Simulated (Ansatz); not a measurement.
Born–Oppenheimer molecular dynamics of a periodic cell of 16 atoms, Li (start crystal Li, start structure bcc, volume 1 times the crystal's). It goes on from the last frame of an earlier run, with new velocities.

Method: Ansatz, DFT PBE, scalar-relativistic, plane waves, PAW. Settings: accuracy low, cutoff 420 eV, k mesh 2x2x2, fermi-dirac smearing 0.1 eV, no spin polarisation.

| Quantity | Value |
| --- | --- |
| ensemble | NPT, Langevin |
| time step | 1.5 fs |
| steps asked | 300 |
| set temperature | 630 K |
| friction | 0.02 /fs |
| pressure | 1 GPa |
| seed | 439051 |

Frames 7.5 fs apart, positions in Å, forces in eV/Å.

Velocities at 165.0 fs (Å/ps):

```
Li 15.12 13.20 1.77
Li 2.34 -0.28 5.23
Li -12.10 -11.12 6.63
Li 5.56 16.02 -8.19
Li 21.95 2.84 -13.86
Li 5.27 -6.48 1.54
Li 4.19 -6.75 -4.96
Li 3.50 3.65 4.68
Li -19.48 5.74 -0.33
Li 3.72 0.34 7.17
Li 6.47 -11.05 3.68
Li 10.13 -5.12 6.15
Li 4.84 -13.36 11.76
Li 8.13 23.37 12.10
Li -2.57 -5.05 -3.74
Li 2.00 2.40 12.59
```

```xyz
16
Lattice="7.1299 -0.0008 -0.1669 -0.0008 7.3806 0.3296 -0.1669 0.3296 6.4695" Properties=species:S:1:pos:R:3:forces:R:3 time_fs=165.0 energy_less_start_eV=-0.797 T=719
Li -0.055 0.096 1.032 -0.20 0.52 -0.39
Li 3.973 0.273 0.021 0.46 0.05 0.16
Li 0.301 3.523 -0.257 0.48 0.04 0.33
Li -0.101 0.915 3.774 0.41 -0.08 0.09
Li 2.022 1.903 1.899 0.17 0.19 -0.08
Li 3.688 3.733 -0.297 -0.22 0.37 0.29
Li 4.432 0.810 3.237 -0.44 -0.52 -0.41
Li 5.598 2.766 1.713 0.06 -0.24 -0.05
Li 0.645 4.236 3.363 -0.08 -0.15 -0.10
Li 2.115 6.310 1.879 0.20 -0.30 -0.10
Li 2.369 1.963 4.882 -0.47 0.30 -0.16
Li 3.616 4.296 3.215 0.03 -0.14 0.01
Li 5.524 5.459 1.365 -0.13 -0.07 0.10
Li 5.300 2.623 4.816 0.10 0.06 0.18
Li 2.258 6.589 4.693 -0.12 -0.25 0.17
Li 5.827 5.745 4.693 -0.25 0.23 -0.06
16
Lattice="7.1487 -0.0280 -0.1945 -0.0280 7.3843 0.2970 -0.1945 0.2970 6.4478" Properties=species:S:1:pos:R:3:forces:R:3 time_fs=172.5 energy_less_start_eV=-0.756 T=646
Li 0.021 0.175 1.006 -0.29 0.34 -0.40
Li 4.028 0.212 0.046 0.50 0.04 0.08
Li 0.219 3.451 -0.234 0.78 0.14 0.40
Li -0.077 1.021 3.724 0.32 -0.07 0.12
Li 2.171 1.908 1.772 0.06 0.23 0.04
Li 3.733 3.700 -0.324 -0.33 0.50 0.39
Li 4.451 0.701 3.187 -0.30 -0.33 -0.22
Li 5.619 2.735 1.676 -0.07 -0.37 0.00
Li 0.459 4.269 3.339 0.21 -0.23 -0.07
Li 2.119 6.279 1.892 0.16 -0.33 -0.17
Li 2.393 1.901 4.872 -0.43 0.29 -0.19
Li 3.649 4.235 3.237 -0.07 -0.08 -0.07
Li 5.551 5.324 1.390 -0.09 0.24 0.04
Li 5.325 2.756 4.857 -0.10 -0.46 -0.18
Li 2.197 6.546 4.620 -0.13 -0.25 0.25
Li 5.823 5.712 4.715 -0.22 0.34 -0.02
16
Lattice="7.1694 -0.0591 -0.2230 -0.0591 7.4113 0.2748 -0.2230 0.2748 6.3888" Properties=species:S:1:pos:R:3:forces:R:3 time_fs=180.0 energy_less_start_eV=-0.679 T=641
Li 0.082 0.190 0.955 -0.28 0.26 -0.37
Li 4.135 0.201 0.079 0.40 0.00 -0.06
Li 0.235 3.402 -0.220 0.89 0.17 0.43
Li -0.064 1.127 3.668 0.21 -0.09 0.13
Li 2.331 1.909 1.610 -0.08 0.20 0.17
Li 3.720 3.738 -0.328 -0.41 0.58 0.46
Li 4.449 0.597 3.107 -0.16 -0.25 -0.04
Li 5.614 2.636 1.595 -0.15 -0.30 0.00
Li 0.274 4.321 3.288 0.47 -0.31 -0.02
Li 2.103 6.256 1.928 0.18 -0.31 -0.31
Li 2.372 1.912 4.795 -0.28 0.17 -0.16
Li 3.660 4.175 3.264 -0.14 0.02 -0.27
Li 5.584 5.230 1.401 -0.19 0.37 -0.05
Li 5.287 2.885 4.847 -0.10 -0.78 -0.33
Li 2.137 6.539 4.538 -0.15 -0.21 0.40
Li 5.825 5.687 4.718 -0.20 0.45 0.02
16
Lattice="7.1759 -0.0721 -0.2519 -0.0721 7.4276 0.2474 -0.2519 0.2474 6.3084" Properties=species:S:1:pos:R:3:forces:R:3 time_fs=187.5 energy_less_start_eV=-0.729 T=626
Li 0.129 0.226 0.882 -0.19 0.18 -0.30
Li 4.240 0.230 0.082 0.29 -0.11 -0.21
Li 0.356 3.365 -0.169 0.61 0.20 0.29
Li -0.033 1.176 3.638 0.04 -0.15 0.06
Li 2.464 1.934 1.436 -0.19 0.09 0.35
Li 3.689 3.785 -0.269 -0.31 0.62 0.38
Li 4.415 0.470 3.000 -0.03 -0.17 0.10
Li 5.602 2.513 1.510 -0.17 -0.12 -0.02
Li 0.120 4.312 3.221 0.74 -0.37 0.13
Li 2.119 6.209 1.926 0.13 -0.28 -0.43
Li 2.327 1.912 4.697 -0.10 0.13 -0.14
Li 3.695 4.113 3.274 -0.29 0.14 -0.45
Li 5.645 5.191 1.446 -0.37 0.46 -0.24
Li 5.237 2.916 4.754 0.11 -0.83 -0.13
Li 2.085 6.525 4.469 -0.16 -0.20 0.51
Li 5.791 5.692 4.684 -0.12 0.42 0.09
16
Lattice="7.1720 -0.0769 -0.2873 -0.0769 7.4205 0.2179 -0.2873 0.2179 6.2439" Properties=species:S:1:pos:R:3:forces:R:3 time_fs=195.0 energy_less_start_eV=-0.708 T=727
Li 0.147 0.282 0.800 -0.04 0.11 -0.23
Li 4.341 0.288 0.038 0.14 -0.26 -0.37
Li 0.507 3.351 -0.087 0.29 0.27 0.17
Li -0.016 1.250 3.647 -0.14 -0.30 -0.04
Li 2.583 1.967 1.272 -0.31 -0.10 0.54
Li 3.650 3.832 -0.210 -0.08 0.65 0.24
Li 4.360 0.351 2.884 0.05 -0.13 0.24
Li 5.591 2.370 1.419 -0.15 0.19 -0.02
Li 0.008 4.238 3.158 0.95 -0.43 0.27
Li 2.115 6.115 1.846 0.09 -0.25 -0.43
Li 2.251 1.922 4.608 0.13 0.11 -0.13
Li 3.725 4.037 3.312 -0.42 0.26 -0.63
Li 5.693 5.227 1.485 -0.54 0.48 -0.39
Li 5.241 2.870 4.656 0.21 -0.79 0.14
Li 1.985 6.496 4.417 -0.16 -0.21 0.49
Li 5.756 5.648 4.659 -0.03 0.41 0.14
16
Lattice="7.1508 -0.0740 -0.3118 -0.0740 7.4235 0.1810 -0.3118 0.1810 6.1839" Properties=species:S:1:pos:R:3:forces:R:3 time_fs=202.5 energy_less_start_eV=-0.761 T=728
Li 0.181 0.312 0.704 0.07 0.10 -0.16
Li 4.367 0.339 -0.030 0.03 -0.42 -0.49
Li 0.657 3.346 -0.022 -0.02 0.35 0.13
Li -0.065 1.296 3.678 -0.18 -0.49 -0.15
Li 2.663 2.010 1.153 -0.34 -0.29 0.68
Li 3.583 3.949 -0.143 0.20 0.62 0.04
Li 4.308 0.254 2.839 0.03 -0.09 0.28
Li 5.541 2.252 1.316 -0.02 0.47 0.05
Li -0.040 4.129 3.162 0.92 -0.34 0.10
Li 2.137 6.051 1.717 0.04 -0.21 -0.27
Li 2.168 1.973 4.523 0.28 0.04 -0.15
Li 3.736 3.962 3.316 -0.44 0.34 -0.64
Li 5.719 5.353 1.500 -0.47 0.35 -0.34
Li 5.294 2.804 4.577 0.06 -0.62 0.35
Li 1.825 6.457 4.400 -0.12 -0.16 0.36
Li 5.771 5.626 4.622 -0.03 0.35 0.20
16
Lattice="7.1349 -0.0765 -0.3361 -0.0765 7.4378 0.1489 -0.3361 0.1489 6.1228" Properties=species:S:1:pos:R:3:forces:R:3 time_fs=210.0 energy_less_start_eV=-0.880 T=748
Li 0.195 0.311 0.550 0.14 0.13 -0.04
Li 4.385 0.358 -0.126 -0.08 -0.56 -0.46
Li 0.711 3.363 -0.009 -0.18 0.40 0.16
Li -0.192 1.312 3.681 0.09 -0.76 -0.26
Li 2.672 2.039 1.048 -0.29 -0.37 0.73
Li 3.545 4.116 -0.117 0.34 0.41 -0.08
Li 4.210 0.093 2.848 0.04 0.03 0.19
Li 5.455 2.156 1.252 0.08 0.59 0.10
Li -0.017 4.002 3.171 0.72 -0.06 -0.10
Li 2.161 5.985 1.576 -0.09 -0.12 -0.11
Li 2.120 2.005 4.469 0.21 -0.09 -0.23
Li 3.707 3.872 3.303 -0.29 0.40 -0.56
Li 5.722 5.439 1.426 -0.28 0.18 -0.11
Li 5.348 2.653 4.504 -0.27 -0.25 0.48
Li 1.669 6.404 4.392 -0.09 -0.08 0.23
Li 5.791 5.642 4.604 -0.07 0.16 0.08
16
Lattice="7.1120 -0.0885 -0.3598 -0.0885 7.4688 0.1247 -0.3598 0.1247 6.0658" Properties=species:S:1:pos:R:3:forces:R:3 time_fs=217.5 energy_less_start_eV=-0.906 T=637
Li 0.205 0.318 0.400 0.19 0.17 0.10
Li 4.383 0.342 -0.235 -0.15 -0.59 -0.32
Li 0.695 3.414 -0.056 -0.13 0.42 0.23
Li -0.300 1.278 3.638 0.26 -0.91 -0.43
Li 2.635 2.071 0.984 -0.23 -0.36 0.68
Li 3.545 4.286 -0.112 0.34 0.12 -0.16
Li 4.109 -0.106 2.884 0.07 0.19 0.04
Li 5.363 2.135 1.188 0.13 0.57 0.16
Li 0.071 3.928 3.142 0.51 0.11 -0.22
Li 2.152 5.928 1.466 -0.23 -0.01 0.03
Li 2.053 1.990 4.411 0.19 -0.15 -0.25
Li 3.664 3.800 3.317 -0.17 0.44 -0.51
Li 5.714 5.522 1.318 -0.12 0.05 0.10
Li 5.384 2.535 4.450 -0.50 0.01 0.48
Li 1.551 6.388 4.387 -0.06 -0.04 0.11
Li 5.793 5.680 4.560 -0.10 -0.03 -0.06
16
Lattice="7.0992 -0.0975 -0.3756 -0.0975 7.5023 0.1025 -0.3756 0.1025 6.0086" Properties=species:S:1:pos:R:3:forces:R:3 time_fs=225.0 energy_less_start_eV=-1.049 T=762
Li 0.209 0.371 0.277 0.24 0.16 0.27
Li 4.369 0.303 -0.369 -0.19 -0.50 -0.05
Li 0.661 3.492 -0.088 0.01 0.34 0.24
Li -0.393 1.125 3.547 0.30 -0.72 -0.53
Li 2.633 2.083 1.036 -0.31 -0.29 0.46
Li 3.546 4.469 -0.117 0.34 -0.20 -0.24
Li 4.036 -0.264 2.935 0.03 0.24 -0.12
Li 5.269 2.147 1.155 0.21 0.49 0.18
Li 0.230 3.888 3.039 0.22 0.09 -0.18
Li 2.121 5.896 1.397 -0.35 0.15 0.19
Li 1.985 1.931 4.369 0.17 -0.11 -0.19
Li 3.652 3.726 3.282 -0.10 0.49 -0.36
Li 5.721 5.671 1.231 0.00 -0.07 0.27
Li 5.393 2.417 4.438 -0.45 0.17 0.29
Li 1.459 6.393 4.421 -0.02 -0.04 -0.04
Li 5.787 5.707 4.514 -0.10 -0.19 -0.18
16
Lattice="7.1269 -0.1153 -0.3985 -0.1153 7.5493 0.0777 -0.3985 0.0777 5.9880" Properties=species:S:1:pos:R:3:forces:R:3 time_fs=232.5 energy_less_start_eV=-1.120 T=767
Li 0.200 0.409 0.231 0.26 0.19 0.31
Li 4.389 0.227 -0.466 -0.25 -0.41 0.15
Li 0.652 3.639 -0.121 0.03 0.11 0.21
Li -0.417 0.923 3.432 0.22 -0.38 -0.42
Li 2.620 2.020 1.101 -0.40 -0.22 0.27
Li 3.519 4.636 -0.133 0.49 -0.50 -0.34
Li 4.000 -0.366 2.950 -0.03 0.19 -0.23
Li 5.208 2.115 1.143 0.31 0.45 0.18
Li 0.362 3.848 2.971 0.00 0.07 -0.14
Li 2.069 5.893 1.319 -0.44 0.31 0.46
Li 1.947 1.901 4.364 0.17 -0.09 -0.13
Li 3.696 3.690 3.192 -0.11 0.53 -0.19
Li 5.786 5.796 1.184 0.01 -0.16 0.33
Li 5.379 2.306 4.443 -0.19 0.16 0.07
Li 1.346 6.392 4.519 0.08 0.03 -0.27
Li 5.787 5.727 4.497 -0.15 -0.27 -0.27
16
Lattice="7.1573 -0.1336 -0.4216 -0.1336 7.6013 0.0604 -0.4216 0.0604 5.9774" Properties=species:S:1:pos:R:3:forces:R:3 time_fs=240.0 energy_less_start_eV=-1.077 T=874
Li 0.159 0.433 0.218 0.29 0.24 0.23
Li 4.414 0.103 -0.555 -0.28 -0.26 0.39
Li 0.680 3.804 -0.132 -0.08 -0.19 0.11
Li -0.445 0.728 3.284 0.22 -0.06 -0.18
Li 2.569 1.913 1.141 -0.38 -0.18 0.19
Li 3.522 4.748 -0.183 0.54 -0.60 -0.30
Li 3.953 -0.485 2.946 -0.06 0.19 -0.34
Li 5.160 2.087 1.146 0.32 0.35 0.13
Li 0.472 3.808 2.893 -0.15 0.06 -0.05
Li 2.004 5.904 1.302 -0.40 0.37 0.62
Li 1.980 1.857 4.363 0.07 -0.08 -0.12
Li 3.737 3.691 3.095 -0.12 0.55 -0.11
Li 5.867 5.899 1.178 -0.03 -0.31 0.31
Li 5.331 2.209 4.449 0.05 0.16 -0.08
Li 1.214 6.387 4.659 0.20 0.15 -0.51
Li 5.758 5.780 4.484 -0.19 -0.39 -0.29
16
Lattice="7.1823 -0.1668 -0.4388 -0.1668 7.6606 0.0459 -0.4388 0.0459 5.9700" Properties=species:S:1:pos:R:3:forces:R:3 time_fs=247.5 energy_less_start_eV=-0.999 T=914
Li 0.124 0.491 0.192 0.23 0.19 0.12
Li 4.401 -0.068 -0.640 -0.25 -0.06 0.66
Li 0.635 3.979 -0.113 -0.13 -0.52 0.01
Li -0.452 0.559 3.124 0.26 0.26 0.08
Li 2.426 1.762 1.183 -0.16 -0.07 0.13
Li 3.551 4.798 -0.267 0.35 -0.56 -0.13
Li 3.951 -0.580 2.923 -0.05 0.20 -0.46
Li 5.112 2.084 1.165 0.23 0.19 0.06
Li 0.542 3.781 2.824 -0.23 0.01 0.10
Li 1.924 5.920 1.385 -0.26 0.36 0.52
Li 2.074 1.780 4.314 -0.07 -0.01 -0.07
Li 3.803 3.764 3.022 -0.14 0.51 -0.13
Li 5.913 5.961 1.206 -0.06 -0.49 0.16
Li 5.233 2.111 4.456 0.19 0.15 -0.19
Li 1.086 6.384 4.756 0.38 0.28 -0.59
Li 5.750 5.850 4.469 -0.29 -0.45 -0.27
```

Of the whole run (450 fs, mean temperature of the second half 662 K): The conserved energy stayed within 0.082 meV per atom of its start (net change 0.059 meV per atom), so the integration is sound. A run of 0.45 ps of so small a system gives no equilibrium averages. Limits of this set-up: coarse k mesh, low accuracy level. The cell's volume went from 340 to 347 Å³.

Time of the run: 21 min on 1 thread of Arm Neoverse V1, on a shared host, peak memory 0.53 GiB.
